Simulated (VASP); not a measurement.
# GaN (F-43m) in VASP: further runs

Runs on GaN. Level: PBE. Tasks: relaxation of cell and atoms.

Everything below comes from runs of VASP 6.6.1. Logs are shortened: lines on timing, memory, paths and dates and some standing lists are left out, and cuts for length are marked.

**1. The structure**

It takes space group F-43m (No. 216, cubic). Conventional cell: a = 4.507 Å, b = 4.507 Å, c = 4.507 Å, α = 90.00°, β = 90.00°, γ = 90.00°. Ga (site symmetry -43m) has 4 N at 1.95 Å as nearest neighbours. Around N (site symmetry -43m) lie 4 Ga at 1.95 Å.

The cell is a database's computed one.

**2. Relaxation of cell and atoms, PBE**

Contents of INCAR:

```
SYSTEM = GaN
ALGO     = Normal         ! electronic algorithm
EDIFF    = 1E-6           ! SCF threshold, eV
EDIFFG   = -0.01          ! ionic threshold
ENCUT    = 600            ! plane-wave cutoff, eV
GGA      = PE             ! functional
IBRION   = 2              ! ionic algorithm
ISIF     = 3              ! what is computed and relaxed
ISMEAR   = 0              ! smearing method
KPAR     = 4            
LASPH    = .True.         ! aspherical terms in the spheres
LCHARG   = .False.        ! write CHGCAR
LREAL    = .False.        ! projectors in reciprocal space
LWAVE    = .False.        ! write WAVECAR
NELM     = 80             ! most SCF steps
NSW      = 90             ! ionic steps
PREC     = Accurate       ! precision mode
SIGMA    = 0.03           ! smearing width, eV
```

Contents of KPOINTS:

```
k-points
0
Gamma
  10 10 10
  0 0 0
```

Contents of POSCAR:

```
GaN
1.0
    0.0000000000      2.2535006100      2.2535006100
    2.2535006100      0.0000000000      2.2535006100
    2.2535006100      2.2535006100      0.0000000000
Ga N
1 1
Direct
    0.0000000000      0.0000000000      0.0000000000
    0.7500000000      0.7500000000      0.7500000000
```

Potentials or basis: VASP PAW PBE potentials, release 64 (Ga_d, N).

Started as:

```sh
$ cat potpaw_PBE.64/Ga_d/POTCAR potpaw_PBE.64/N/POTCAR > POTCAR
$ mpirun -np 4 vasp_std > vasp.out
```

OUTCAR:

```text
SYSTEM = GaN
   EDIFF = 1E-6
   EDIFFG = -0.01
   ENCUT = 600
   GGA = PE
   IBRION = 2
   ISIF = 3
   ISMEAR = 0
   LASPH = .True.
   LREAL = .False.
   NELM = 80
   NSW = 90
   PREC = Accurate

 ion  position               nearest neighbor table
   1  0.000  0.000  0.000-   2 1.95   2 1.95   2 1.95   2 1.95
   2  0.750  0.750  0.750-   1 1.95   1 1.95   1 1.95   1 1.95

  LATTYP: Found a face centered cubic cell.
 ALAT       =     4.5070012200

  Lattice vectors:

 A1 = (   0.0000000000,   2.2535006100,   2.2535006100)
 A2 = (   2.2535006100,   0.0000000000,   2.2535006100)
 A3 = (   2.2535006100,   2.2535006100,   0.0000000000)

Analysis of symmetry for initial positions (statically):
=====================================================================
 Subroutine PRICEL returns:
 Original cell was already a primitive cell.

 Routine SETGRP: Setting up the symmetry group for a
 face centered cubic supercell.

 Subroutine GETGRP returns: Found 24 space group operations
 (whereof 24 operations were pure point group operations)
 out of a pool of 48 trial point group operations.

The static configuration has the point symmetry T_d .

Analysis of symmetry for dynamics (positions and initial velocities):
=====================================================================
 Subroutine PRICEL returns:
 Original cell was already a primitive cell.

 Routine SETGRP: Setting up the symmetry group for a
 face centered cubic supercell.

 Subroutine GETGRP returns: Found 24 space group operations
 (whereof 24 operations were pure point group operations)
 out of a pool of 48 trial point group operations.

The dynamic configuration has the point symmetry T_d .

 Subroutine INISYM returns: Found 24 space group operations
 (whereof 24 operations are pure point group operations),
 and found     1 'primitive' translations

----------------------------------------------------------------------------------------

                                     Primitive cell

  volume of cell :      22.8877

  direct lattice vectors                    reciprocal lattice vectors
     0.000000000  2.253500610  2.253500610    -0.221877020  0.221877020  0.221877020
     2.253500610  0.000000000  2.253500610     0.221877020 -0.221877020  0.221877020
     2.253500610  2.253500610  0.000000000     0.221877020  0.221877020 -0.221877020

  length of vectors
     3.186931125  3.186931125  3.186931125     0.384302272  0.384302272  0.384302272

  position of ions in fractional coordinates (direct lattice)
     0.000000000  0.000000000  0.000000000
     0.750000000  0.750000000  0.750000000

  ion indices of the primitive-cell ions
[... 101 lines left out ...]
   LHFCALC =     F    Hartree Fock is set to
   AEXX    =    0.0000 exact exchange contribution
   IVDW    =     0    specifies the selected vdW correction
   LEPSILON=     F    determine dielectric tensor
   LRPA    =     F    only Hartree local field effects (RPA)
 conjugate gradient relaxation of ions
 non-spin polarized calculation
 Gauss-broadening in eV      SIGMA  =   0.03
  energy-cutoff  :      600.00
  volume of cell :       22.89
 maximum number of plane-waves:       785
 NGX is ok and might be reduce to    28
   NGX = 13   NGY = 13   NGZ = 13

--------------------------------------- Ionic step        1  -------------------------------------------

 number of electron      18.0000005 magnetization

 Free energy of the ion-electron system (eV)
  ---------------------------------------------------
  ext. energy  EPLUGINS =         0.00000000
  ---------------------------------------------------
  free energy    TOTEN  =       -12.14469597 eV

  energy without entropy =      -12.14469597  energy(sigma->0) =      -12.14469597

------------------------ aborting loop because EDIFF is reached ----------------------------------------

  FORCE on cell =-STRESS in cart. coord.  units (eV):
  Direction    XX          YY          ZZ          XY          YZ          ZX
  --------------------------------------------------------------------------------------
  -------------------------------------------------------------------------------------
  Total        0.7031364      0.7031364      0.7031364      0.0000000      0.0000000      0.0000000
  in kB       49.2206238     49.2206238     49.2206238      0.0000000      0.0000000      0.0000000
  external PRESSURE =      49.2206238 kB  Pullay stress =       0.0000000 kB
[... 59 lines left out ...]
--------------------------------------- Ionic step        3  -------------------------------------------

 number of electron      18.0000002 magnetization

 Free energy of the ion-electron system (eV)
  ---------------------------------------------------
  ext. energy  EPLUGINS =         0.00000000
  ---------------------------------------------------
  free energy    TOTEN  =       -12.15416605 eV

  energy without entropy =      -12.15416605  energy(sigma->0) =      -12.15416605

 E-fermi :   5.1650     XC(G=0): -11.5215

 val. band max:        4.9887968074   @ k =   0.0000   0.0000   0.0000
 cond. band min:       6.5370909308   @ k =   0.0000   0.0000   0.0000
 fundamental gap:      1.5482941234
 Fermi energy:         5.1649847243

 k-point     1 :       0.0000    0.0000    0.0000
  band No.  band energies     occupation
      1     -10.7161      2.00000
      2      -8.4335      2.00000
      3      -8.4335      2.00000
      4      -8.4335      2.00000
      5      -8.1405      2.00000
      6      -8.1405      2.00000
      7       4.9888      2.00000
      8       4.9888      2.00000
      9       4.9888      2.00000
     10       6.5371      0.00000
     11      15.1197      0.00000
     12      15.1197      0.00000
     13      15.1197      0.00000
[... 354 lines left out ...]
  band No.  band energies     occupation
      1      -9.8377      2.00000
      2      -8.3096      2.00000
      3      -8.2270      2.00000
      4      -8.2268      2.00000
      5      -8.0845      2.00000
      6      -7.1840      2.00000
      7       0.0290      2.00000
      8       2.6001      2.00000
      9       2.9144      2.00000
     10       9.4038      0.00000
     11      11.9354      0.00000
     12      15.6610      0.00000
     13      17.6059      0.00000

 [... further k-points ...]

------------------------ aborting loop because EDIFF is reached ----------------------------------------

  FORCE on cell =-STRESS in cart. coord.  units (eV):
  Direction    XX          YY          ZZ          XY          YZ          ZX
  --------------------------------------------------------------------------------------
  -------------------------------------------------------------------------------------
  Total       -0.0121544     -0.0121544     -0.0121544      0.0000000     -0.0000000      0.0000000
  in kB       -0.8279137     -0.8279137     -0.8279137      0.0000000     -0.0000000      0.0000000
  external PRESSURE =      -0.8279137 kB  Pullay stress =       0.0000000 kB
[... 17 lines left out ...]
  FREE ENERGIE OF THE ION-ELECTRON SYSTEM (eV)
  ---------------------------------------------------
  free  energy   TOTEN  =       -12.1541660478 eV

  energy  without entropy=      -12.1541660478  energy(sigma->0) =      -12.15416605

 reached required accuracy - stopping structural energy minimisation
```

CONTCAR:

```text
GaN
   1.00000000000000
    -0.0000000000000000    2.2741012839520445    2.2741012839520445
     2.2741012839520445   -0.0000000000000000    2.2741012839520445
     2.2741012839520445    2.2741012839520445    0.0000000000000000
  Ga              N
     1     1
Direct
     0.0000000000000000    0.0000000000000000    0.0000000000000000
     0.7500000000000000    0.7500000000000000    0.7500000000000000

  0.00000000E+00  0.00000000E+00  0.00000000E+00
  0.00000000E+00  0.00000000E+00  0.00000000E+00
```

It took 9 s on 4 MPI ranks of AMD EPYC 9R45 (Zen 5), shared host; peak memory 0.15 GiB.

What came out:

- Free energy: -12.1542 eV
- Relaxed volume: 11.76 Å³/atom
- Relaxed cell: a = 3.216 Å, b = 3.216 Å, c = 3.216 Å, α = 60.00°, β = 60.00°, γ = 60.00°
- Space group after relaxing (to 0.05 Å): F-43m (No. 216)
- Energy gained by relaxing: 4.7 meV/atom
- Ionic steps: 3
- Pressure after relaxing: -0.1 GPa
- Band gap on the k mesh: 1.55 eV, direct

The path:
```
step  energy change (eV)  largest force (eV/Å)  pressure (GPa)  volume (Å³)
   1              0.0000                0.0000            4.92        22.89
   2             -0.0029                0.0000           -3.73        24.07
   3             -0.0095                0.0000           -0.08        23.52
```

Final structure:
```cif
data_structure
_symmetry_space_group_name_H-M 'P 1'
_symmetry_Int_Tables_number 1
_cell_length_a 3.2161
_cell_length_b 3.2161
_cell_length_c 3.2161
_cell_angle_alpha 60.000
_cell_angle_beta 60.000
_cell_angle_gamma 60.000
_cell_volume 23.52
loop_
_atom_site_label
_atom_site_type_symbol
_atom_site_fract_x
_atom_site_fract_y
_atom_site_fract_z
_atom_site_occupancy
Ga1 Ga 0.00000 0.00000 0.00000 1
N1 N 0.75000 0.75000 0.75000 1
```

Levels at points of the mesh, in eV from the valence-band top:
| k point | band 6 | band 7 | band 8 | band 9 | band 10 | band 11 | band 12 | band 13 |
| --- | --- | --- | --- | --- | --- | --- | --- | --- |
| (0.00, 0.00, 0.00) | -13.13 | 0.00 | 0.00 | 0.00 | 1.55 | 10.13 | 10.13 | 10.13 |
| (0.50, 0.00, 0.00) | -11.88 | -6.86 | -0.93 | -0.93 | 4.45 | 8.59 | 10.22 | 10.22 |
| (0.50, 0.50, 0.00) | -11.45 | -6.01 | -2.61 | -2.61 | 3.34 | 6.50 | 11.52 | 13.67 |

**3. Relaxation of cell and atoms, PBE**

This run uses another cell than the first one, of 11.76 Å³/atom, 1.028 times its volume.

INCAR: that of step 2 with these lines changed.

```diff
@@ -2,4 +2,4 @@
 ALGO     = Normal         ! electronic algorithm
-EDIFF    = 1E-6           ! SCF threshold, eV
-EDIFFG   = -0.01          ! ionic threshold
+EDIFF    = 1E-7           ! SCF threshold, eV
+EDIFFG   = -0.005         ! ionic threshold
 ENCUT    = 600            ! plane-wave cutoff, eV
```

KPOINTS is that of step 2.

Contents of POSCAR:

```
GaN                                     
1.0
   -0.0000000000      2.2741012840      2.2741012840
    2.2741012840     -0.0000000000      2.2741012840
    2.2741012840      2.2741012840      0.0000000000
  Ga              N             
     1     1
Direct
     0.0000000000000000    0.0000000000000000    0.0000000000000000
     0.7500000000000000    0.7500000000000000    0.7500000000000000
```

Potentials or basis: VASP PAW PBE potentials, release 64 (Ga_d, N).

Started as:

```sh
$ cat potpaw_PBE.64/Ga_d/POTCAR potpaw_PBE.64/N/POTCAR > POTCAR
$ mpirun -np 4 vasp_std > vasp.out
```

Run time: 4.4 s. Hardware: 4 MPI ranks of AMD EPYC 9R45 (Zen 5), shared host; peak memory 0.14 GiB.

The run converged. Its results:

```yaml
Free_energy: -12.1551 eV
Pressure_after_relaxing: 0.0 GPa
Band_gap_on_the_k_mesh: 1.55 eV, direct
```

Final structure:
```
CELL_PARAMETERS angstrom
0.00000 2.27410 2.27410
2.27410 0.00000 2.27410
2.27410 2.27410 0.00000
ATOMIC_POSITIONS crystal
Ga 0.00000 0.00000 0.00000
N 0.75000 0.75000 0.75000
```

Levels at points of the mesh, in eV from the valence-band top:
| k point | band 7 | band 8 | band 9 | band 10 | band 11 | band 12 |
| --- | --- | --- | --- | --- | --- | --- |
| (0.00, 0.00, 0.00) | 0.00 | 0.00 | 0.00 | 1.55 | 10.13 | 10.13 |
| (0.50, 0.00, 0.00) | -6.86 | -0.93 | -0.93 | 4.45 | 8.59 | 10.22 |
| (0.50, 0.50, 0.00) | -6.01 | -2.61 | -2.61 | 3.34 | 6.50 | 11.52 |

Caveat: the relaxation stopped at its first step, so nothing moved. A hybrid or GW would open this gap; PBE tends to underestimate it.
